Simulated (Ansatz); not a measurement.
# Calculation log, TePb (Fm-3m) (elastic constants by finite strains)

Level of theory: PBEsol, all-electron LAPW in Ansatz 0.2.0, scalar-relativistic.

Cell and atoms were relaxed beforehand by PAW with this functional.

Command line:

```sh
ansatz run input.yaml --threads 1 --pin off --max-ram 2560MiB --backend cpu --events-out ev --progress --plain --runs-dir out
```

Input file:

```yaml
crystal:
  lattice:
    - [0.0, 3.2213498497, 3.2213498497]
    - [3.2213498497, 0.0, 3.2213498497]
    - [3.2213498497, 3.2213498497, 0.0]
  atoms:
    - { symbol: Te, position: [0.5, 0.5, 0.5] }
    - { symbol: Pb, position: [0.0, 0.0, 0.0] }
kpoints:
  mp_grid: { grid: [6, 6, 6] }
scf:
  occupations: { method: fixed }
hamiltonian:
  xc: pbesol
  pseudopotentials: { kind: all_electron, lapw: { basis_error: 0.001 } }
elastic:
  mode: relaxed_ion
  stencil: two_point
  amplitude: 0.008
```

The program printed:

```
Warning: RAYON_NUM_THREADS=1 ignored (pool sized by the plan → 1); use --threads N
LAPW: plane waves up to 7.162 Å⁻¹, error target 1.0e-3 eV per atom; small_component_spin mean_spin; Te in spheres of 1.530 Å, 24 of its electrons in bands, Dirac shells []; Pb in spheres of 1.595 Å, 36 of its electrons in bands, ...
Engine: ansatz 0.2.0, aarch64-unknown-linux-gnu
Pseudopotentials: kind: all_electron
Pseudopotential: Te, LAPW, valence charge 24, lapw/all_electron/scalar/gaussian/Te, Koelling and Harmon's equation, gaussian nucleus
Pseudopotential: Pb, LAPW, valence charge 36, lapw/all_electron/scalar/gaussian/Pb, Koelling and Harmon's equation, gaussian nucleus
Functional definition: PBEsol
  exchange = pbesol_x
  correlation = pbesol_c
davidson cushion auto → on  (no smearing: the cushion is to keep the highest requested band from converging to the state above it; pin scf.eigensolver.cushion to override)
Crystal: 2 atoms, lattice volume = 66.857 Å³
Basis set: ecut = 195.43501335625626 eV, 411 PW (Γ), exchange–correlation at level 2
Bands: 36, of which v1, the nominal top of the filled ones, is band 30 counted from 1 (29 counted from 0)
Symmetry: 48 space group operations
Space group: Fm-3m (ITA 225), of the structure as read, at distance tolerance 4.1e-5 Å
k-points: 16 of 216
Non-local potential: Te, projectors of the file, none
Non-local potential: Pb, projectors of the file, none
Initial density: superposition of atomic densities (chi_scale 0.1, normalization cell, long waves kept (reshape's long-wave potential 0.00 eV rms))
Initial wavefunctions: plane waves of lowest kinetic energy (no species holds an atomic orbital)
Functional: x = pbesol(κ = 0.804, μ = 0.12345679012345678), c = pbesol(β = 0.046)
iter 1 solved again at ethr=6.01e-4 eV; its pass at ethr=1.00e-1 eV (dr2=3.61e-1 eV) is discarded
SCF iter   1: F=—  HF=-752721.953698 eV  |F-HF|=—  |Δ(HF+E_count)|=         —  Δρ=1.45e-2  dr2=3.61e-1  ethr=6.01e-4  ⟨swp⟩=2.6  Hψ=3576  notcnv=0
[... 88 lines left out ...]
--- Forces (eV/Å), atoms counted from 1 ---
  atom   1  Te     0.00000000     0.00000000     0.00000000
  atom   2  Pb     0.00000000     0.00000000     0.00000000
  max |Σ_I F_I| component: 6.08e-31 eV/Å
--- Stress (GPa, compression-positive) ---
        0.026680       0.000000      -0.000000
        0.000000       0.026680      -0.000000
       -0.000000      -0.000000       0.026680
  P = ⅓ Tr σ = 0.0267 GPa (0.267 kbar)
--- Elastic constants: 2 strain directions × 2 members + reference (group order 48) ---
  dense FFT box of the reference and of every strained cell: 24×24×24
  strains applied: 11, 23; error gains: componentwise 1.00 (the most a stress slope's error grows in a printed constant), spectral 1.73 (1 for all six strains in a standard setting)
  C = ∂σ_k/∂η_j (tension-positive GPa; Voigt order 11 22 33 23 13 12):
       125.831      5.018      5.018     -0.000     -0.000      0.000
         5.018    125.831      5.018      0.000      0.000     -0.000
         5.018      5.018    125.831      0.000      0.000     -0.000
         0.000      0.000      0.000     14.751      0.000      0.000
         0.000      0.000     -0.000     -0.000     14.751      0.000
        -0.000      0.000      0.000      0.000      0.000     14.751
  reference stress σ⁰ (GPa):     -0.027     -0.027     -0.027      0.000      0.000     -0.000
  no Pulay correction (none for the plane-wave cutoff is built on LAPW): the batch's stresses and constants are at fixed plane waves
  C* (energy form; C + prestress term) asymmetry max|C*_kj − C*_jk| = 1.776e-15 GPa — a small one proves nothing (zero by symmetry where the batch's group is 432, −43m or m−3m); a large one is finite-difference/SCF noise where ...
  moduli (Voigt/Reuss/Hill, GPa): K = 45.29/45.29/45.29   G = 33.01/21.14/27.08   E = 67.74   ν = 0.251
  mechanically stable: yes (min eigenvalue of sym C = 14.75 GPa)
  where every solve meets its electron count the energy-path curvature estimates C_jj along a normal strain and C_jj − ¼(σ⁰_aa + σ⁰_bb) along a shear (ab), closely only under elastic.basis: deformed
  strain η (Voigt 11):  stress-route row diagonal C_11 = 125.83 GPa, energy-path curvature d²(F+E_count)/dδ²/Ω₀ = 125.74 GPa
         δ    σ_11 (GPa)             F (eV)   n_scf  n_hpsi   n_pw
    -8.000e-3      -1.0863     -752721.8403039       9   38701    432   relax 0 steps, max|allowed force component| 1.38e-30 eV/Å
     8.000e-3       0.9270     -752721.8405998       9   38710    432   relax 0 steps, max|allowed force component| 1.48e-31 eV/Å
  strain η (Voigt 23):  stress-route row diagonal C_44 = 14.75 GPa, energy-path curvature d²(F+E_count)/dδ²/Ω₀ = 14.76 GPa
         δ    σ_23 (GPa)             F (eV)   n_scf  n_hpsi   n_pw
    -8.000e-3      -0.1180     -752721.8419338       8   55620    432   relax 0 steps, max|allowed force component| 4.93e-31 eV/Å
     8.000e-3       0.1180     -752721.8419338       8   55644    432   relax 0 steps, max|allowed force component| 7.10e-30 eV/Å
```

The calculation finished and met its thresholds.

Strained cells:

Elastic constants of a crystal by Kohn-Sham DFT: slopes of the stress over finite engineering strains of the given cell, Voigt indices, Cartesian axes as in the input; stress of each strained cell less that at rest, tension positive.

```csv
strain component,strain,stress xx (GPa),stress yy (GPa),stress zz (GPa),stress yz (GPa),stress xz (GPa),stress xy (GPa),relaxation steps
xx,-0.008,-1.06,-0.0392,-0.0392,0,0,0,0
xx,0.008,0.9537,0.0411,0.0411,0,0,0,0
yz,-0.008,0.0007,-0.0005,-0.0005,-0.118,0,0,0
yz,0.008,0.0007,-0.0005,-0.0005,0.118,0,0,0
```

**Elastic moduli**

Hill averages of a grain aggregate, Debye temperature from the mean sound speed over directions.

```json
{
  "Bulk modulus": "45.29 GPa",
  "Shear modulus": "27.08 GPa",
  "Young modulus": "67.74 GPa",
  "Poisson ratio": "0.2507",
  "Bulk over shear modulus": "1.673",
  "Elastic anisotropy index": "2.807",
  "Least young modulus": "39.92 GPa",
  "Largest young modulus": "125.4 GPa",
  "Longitudinal sound speed": "3129 m/s",
  "Transverse sound speed": "1805 m/s",
  "Elastic debye temperature": "174.9 K",
  "Linear compressibility (x, y, z)": "7.36, 7.36, 7.36 1/TPa",
  "Zener ratio": "0.2442",
  "Cauchy pressure": "-9.73 GPa"
}
```

**Elastic constants**

- Pressure at rest: 0.027 GPa
- Least elastic eigenvalue: 14.75 GPa
- Elastically stable: yes

```tsv
index	elastic (GPa)
11	125.8
12	5.02
44	14.75
```

Known limits: no spin-orbit coupling on heavy atoms.

Cost: 56 s on 1 thread of Arm Neoverse V2 (shared host), peak memory 0.39 GiB.
